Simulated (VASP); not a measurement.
# V (P6_3/mmc) in VASP: notebook

The runs below take V through single point, with PBE.

All numbers are computed with VASP 6.6.1; they aren't measurements. Logs are shortened: lines on timing, memory, paths and dates and some standing lists are left out, and cuts for length are marked.

## 1. Starting point

Symmetry: P6_3/mmc, No. 194, hexagonal system. Conventional cell: a = 2.604 Å, b = 2.604 Å, c = 4.723 Å, α = 90.00°, β = 90.00°, γ = 120.00°. V (site symmetry -6m2) has 12 V at 2.60 to 2.80 Å as nearest neighbours.

This isn't the form of V at room conditions, which is bcc.

## 2. Single point, PBE, collinear spin, ferromagnetic start

Contents of INCAR:

```
  PREC = Accurate
  ENCUT = 520
  EDIFF = 1E-6
  ISMEAR = 0
  SIGMA = 0.1
  LREAL = F
  LASPH = T
  NELM = 100
  ALGO = Normal
  ISIF = 2
  LWAVE = F
  LCHARG = F
  ISPIN = 2
  MAGMOM = 2 2
  LORBIT = 11
  LMAXMIX = 4
  GGA = PE
  ADDGRID = F
```

Contents of KPOINTS:

```
Automatic mesh
0
Gamma
  13 13 6
```

Contents of POSCAR:

```
V
1.0
    2.6042941027      0.0000000000      0.0000000000
   -1.3021470513      2.2553848518      0.0000000000
    0.0000000000      0.0000000000      4.7233360000
V
2
Direct
    0.3610050000      0.6924900000      0.2406650000
    0.6997010000      0.3498080000      0.7667620000
```

Potentials or basis: VASP PAW PBE potentials, release 64 (V_sv).

Run with:

```sh
$ cat potpaw_PBE.64/V_sv/POTCAR > POTCAR
$ mpirun -np 1 vasp_std > vasp.out
```

OUTCAR:

```text
PREC = Accurate
   ENCUT = 520
   EDIFF = 1E-6
   ISMEAR = 0
   LREAL = F
   LASPH = T
   NELM = 100
   ISIF = 2
   ISPIN = 2
   LORBIT = 11
   GGA = PE

 Found    508 irreducible k-points:

 Following reciprocal coordinates:
            Coordinates               Weight
  0.000000  0.000000  0.000000      1.000000
  0.076923 -0.000000  0.000000      2.000000
  0.000000  0.076923  0.000000      2.000000
 -0.076923  0.076923  0.000000      2.000000
  0.153846 -0.000000  0.000000      2.000000
  0.000000  0.153846  0.000000      2.000000
   k-points           NKPTS =    508   k-points in BZ     NKDIM =    508   number of bands    NBANDS=     19
   number of dos      NEDOS =    301   number of ions     NIONS =      2
   total plane-waves  NPLWV =  14400
   dimension x,y,z NGX =    20 NGY =   20 NGZ =   36
   dimension x,y,z NGXF=    40 NGYF=   40 NGZF=   72
   ions per type =               2
   NGX,Y,Z   is equivalent  to a cutoff of  12.77, 12.77, 12.67 a.u.
   NGXF,Y,Z  is equivalent  to a cutoff of  25.53, 25.53, 25.34 a.u.
 SYSTEM =  unknown system
   PREC   = accura    normal or accurate (medium, high low for compatibility)
   ISTART =      0    job   : 0-new  1-cont  2-samecut
   ICHARG =      2    charge: 1-file 2-atom 10-const
   ISPIN  =      2    spin polarized calculation?
   LNONCOLLINEAR =      F non collinear calculations
   LSORBIT =      F    spin-orbit coupling
   LASPH  =      T    aspherical Exc in radial PAW
   ENCUT  =  520.0 eV  38.22 Ry    6.18 a.u.   4.84  4.84  8.78*2*pi/ulx,y,z
   NELM   =    100;   NELMIN=  2; NELMDL= -5     # of ELM steps
   EDIFF  = 0.1E-05   stopping-criterion for ELM
   LREAL  =      F    real-space projection
   EDIFFG = 0.1E-04   stopping-criterion for IOM
   NSW    =      0    number of steps for IOM
   IBRION =     -1    ionic relax: 0-MD 1-quasi-New 2-CG
   NFREE  =      0    steps in history (QN), initial steepest desc. (CG)
   ISIF   =      2    stress and relaxation
   ISYM   =      2    0-nonsym 1-usesym 2-fastsym
   POTIM  = 0.5000    time-step for ionic-motion
   TEBEG  =    0.0;   TEEND  =   0.0 temperature during run
   PSTRESS=    0.0 pullay stress
   NELECT =      26.0000    total number of electrons
   NUPDOWN=      -1.0000    fix difference up-down
   EMIN   =  10.00;   EMAX   =-10.00  energy-range for DOS
   EFERMI =   0.00;   METHOD = LEGACY
   ISMEAR =     0;   SIGMA  =   0.10  broadening in eV -4-tet -1-fermi 0-gaus
   EFERMI_NEDOS =   21; number of points for ismear=-14 and -15
   IALGO  =     38    algorithm
   IMIX   =      4    mixing-type and parameters
     AMIX     =   0.40;   BMIX     =  1.00
     AMIX_MAG =   1.60;   BMIX_MAG =  1.00
  volume/ion in A,a.u.               =      13.87        93.61
  Fermi-wavevector in a.u.,A,eV,Ry     =   1.602062  3.027459 34.920768  2.566604
  Thomas-Fermi vector in A             =   2.698942
   LORBIT       =     11    0 simple, 1 ext, 2 COOP (PROOUT), +10 PAW based schemes
   GGA     = PE    functional components
   LHFCALC =     F    Hartree Fock is set to
   AEXX    =    0.0000 exact exchange contribution
   IVDW    =     0    specifies the selected vdW correction
   LEPSILON=     F    determine dielectric tensor
   LRPA    =     F    only Hartree local field effects (RPA)
 spin polarized calculation
 Gauss-broadening in eV      SIGMA  =   0.10
  energy-cutoff  :      520.00
  volume of cell :       27.74
 maximum number of plane-waves:       762
   NGX =  9   NGY =  9   NGZ = 17

 number of electron      25.9999997 magnetization       0.0019054

 number of electron      25.9999997 magnetization      -0.0005316

 Free energy of the ion-electron system (eV)
  ---------------------------------------------------
  ext. energy  EPLUGINS =         0.00000000
  ---------------------------------------------------
  free energy    TOTEN  =       -17.41669695 eV

  energy without entropy =      -17.40080548  energy(sigma->0) =      -17.40875121

 E-fermi :   9.6901     XC(G=0): -12.7197

 val. band max:        9.6900040207   @ k =  -0.4615   0.2308   0.1667
 cond. band min:       9.6902036314   @ k =  -0.0769  -0.3077  -0.3333
 fundamental gap:      0.0001996107
 Fermi energy:         9.6900983170

 spin component 1

 k-point     1 :       0.0000    0.0000    0.0000
  band No.  band energies     occupation
      1     -54.3330      1.00000
      2     -54.2154      1.00000
      3     -28.4407      1.00000
      4     -27.7799      1.00000
      5     -27.6650      1.00000
      6     -27.6625      1.00000
[... 11 lines left out ...]
     18      11.5748      0.00000
     19      12.5482      0.00000
[... 89 lines left out ...]
 k-point     6 :       0.0000    0.1538    0.0000
  band No.  band energies     occupation
      1     -54.2922      1.00000
      2     -54.1868      1.00000
      3     -28.3788      1.00000
      4     -27.8628      1.00000
      5     -27.7890      1.00000
      6     -27.7728      1.00000
[... 11 lines left out ...]
     18      11.2568      0.00000
     19      12.6527      0.00000

 [... further k-points ...]

 spin component 2

 k-point     1 :       0.0000    0.0000    0.0000
  band No.  band energies     occupation
      1     -54.3332      1.00000
      2     -54.2156      1.00000
      3     -28.4408      1.00000
      4     -27.7801      1.00000
      5     -27.6652      1.00000
      6     -27.6627      1.00000
[... 11 lines left out ...]
     18      11.5747      0.00000
     19      12.5481      0.00000
[... 89 lines left out ...]
 k-point     6 :       0.0000    0.1538    0.0000
  band No.  band energies     occupation
      1     -54.2924      1.00000
      2     -54.1870      1.00000
      3     -28.3790      1.00000
      4     -27.8629      1.00000
      5     -27.7891      1.00000
      6     -27.7730      1.00000
[... 11 lines left out ...]
     18      11.2566      0.00000
     19      12.6525      0.00000

 [... further k-points ...]
[... 5 lines left out ...]
  --------------------------------------------------------------------------------------
  -------------------------------------------------------------------------------------
  Total        0.1389302      0.2894516      0.1299734      0.0943319      0.0429607     -0.0535435
  in kB        8.0232035     16.7157936      7.5059459      5.4476552      2.4809741     -3.0921284
  external PRESSURE =      10.7483143 kB  Pullay stress =       0.0000000 kB

 VOLUME and BASIS-vectors are now :
 -----------------------------------------------------------------------------
  energy-cutoff  :      520.00
  volume of cell :       27.74
      direct lattice vectors                 reciprocal lattice vectors
     2.604294103  0.000000000  0.000000000     0.383981210  0.221691655  0.000000000
    -1.302147051  2.255384852  0.000000000     0.000000000  0.443383310  0.000000000
     0.000000000  0.000000000  4.723336000     0.000000000  0.000000000  0.211714771

 POSITION                                       TOTAL-FORCE (eV/Angst)
 -----------------------------------------------------------------------------------
      0.03844      1.56183      1.13674        -0.035500      0.025835      1.196448
      1.36673      0.78895      3.62167         0.035500     -0.025835     -1.196448
 -----------------------------------------------------------------------------------
    total drift:                                0.000016      0.000009      0.000132

  FREE ENERGIE OF THE ION-ELECTRON SYSTEM (eV)
  ---------------------------------------------------
  free  energy   TOTEN  =       -17.4166969524 eV

  energy  without entropy=      -17.4008054761  energy(sigma->0) =      -17.40875121

 total charge

# of ion       s       p       d       tot
------------------------------------------
    1        2.345   6.211   3.081  11.638
    2        2.345   6.211   3.081  11.638
--------------------------------------------------
tot          4.690  12.422   6.163  23.275

 magnetization (x)

# of ion       s       p       d       tot
------------------------------------------
    1       -0.000  -0.000  -0.000  -0.000
    2       -0.000  -0.000  -0.000  -0.000
--------------------------------------------------
tot         -0.000  -0.000  -0.000  -0.000
```

OSZICAR:

```text
N       E                     dE             d eps       ncg     rms          rms(c)
DAV:   1     0.331475592711E+03    0.33148E+03   -0.16270E+04 38680   0.157E+03
DAV:   2    -0.893715479259E+01   -0.34041E+03   -0.33557E+03 39360   0.518E+02
DAV:   3    -0.188783955926E+02   -0.99412E+01   -0.97122E+01 46100   0.104E+02
DAV:   4    -0.190064325073E+02   -0.12804E+00   -0.12735E+00 44304   0.115E+01
DAV:   5    -0.190081102479E+02   -0.16777E-02   -0.16776E-02 42619   0.134E+00    0.260E+01
DAV:   6    -0.171650018600E+02    0.18431E+01   -0.11752E+01 40146   0.334E+01    0.455E+00
DAV:   7    -0.173548115510E+02   -0.18981E+00   -0.60563E-01 42215   0.750E+00    0.403E+00
DAV:   8    -0.173874907148E+02   -0.32679E-01   -0.18109E-02 40733   0.160E+00    0.149E+00
DAV:   9    -0.174055107921E+02   -0.18020E-01   -0.85963E-03 40849   0.875E-01    0.767E-01
DAV:  10    -0.174162780932E+02   -0.10767E-01   -0.10510E-02 40028   0.762E-01    0.138E-01
DAV:  11    -0.174166504002E+02   -0.37231E-03   -0.61649E-04 41330   0.240E-01    0.544E-02
DAV:  12    -0.174166923604E+02   -0.41960E-04   -0.57760E-05 43005   0.720E-02    0.214E-02
DAV:  13    -0.174166974583E+02   -0.50979E-05   -0.85046E-06 35609   0.251E-02    0.684E-03
DAV:  14    -0.174166969524E+02    0.50596E-06   -0.43730E-07 19679   0.931E-03
   1 F= -.17416697E+02 E0= -.17408751E+02  d E =-.158915E-01  mag=    -0.0004
```

Run time: 5 min. Hardware: 1 thread of Intel Xeon Platinum 8488C (Sapphire Rapids), shared host; peak memory 0.44 GiB.

The run converged, but some of its settings lie outside the range that counts as converged, so its numbers aren't taken as properties of the crystal.

What came out:

```
Free energy                                           : -17.4167 eV
Pressure                                              : 1.1 GPa
Largest force                                         : 1.197 eV/Å
Band gap on the k mesh                                : none (metal or under the smearing width)
Net moment                                            : 0.00 μB per cell
Valence electrons inside the program's atomic spheres : V 11.64
```

## 3. Single point, PBE, collinear spin, ferromagnetic start

Changes to INCAR since step 2:

```diff
@@ -1,3 +1,3 @@
   PREC = Accurate
-  ENCUT = 520
+  ENCUT = 280
   EDIFF = 1E-6
```

Contents of KPOINTS:

```
Automatic mesh
0
Gamma
  18 18 9
```

Contents of POSCAR:

```
V
1.0
    2.6042941027      0.0000000000      0.0000000000
   -1.3021470513      2.2553848518      0.0000000000
    0.0000000000      0.0000000000      4.7233360000
V
2
Direct
    0.3333333333      0.6666666667      0.2500000000
    0.6666666667      0.3333333333      0.7500000000
```

Potentials or basis: VASP PAW PBE potentials, release 64 (V_sv).

Run with:

```sh
$ cat potpaw_PBE.64/V_sv/POTCAR > POTCAR
$ mpirun -np 1 vasp_std > vasp.out
```

It took 58 s on 1 thread of Intel Xeon Platinum 8488C (Sapphire Rapids), shared host; peak memory 0.16 GiB.

The run converged, but some of its settings lie outside the range that counts as converged, so its numbers aren't taken as properties of the crystal.

Results:

* Free energy: -17.4766 eV
* Band gap on the k mesh: none (metal or under the smearing width)
* Net moment: 0.00 μB per cell
* Valence electrons inside the program's atomic spheres: V 11.63

Caveat: the cutoff is under 1.25 times the usual one of these potentials, so pressure, stress and relaxed cells hold a basis-set (Pulay) error.
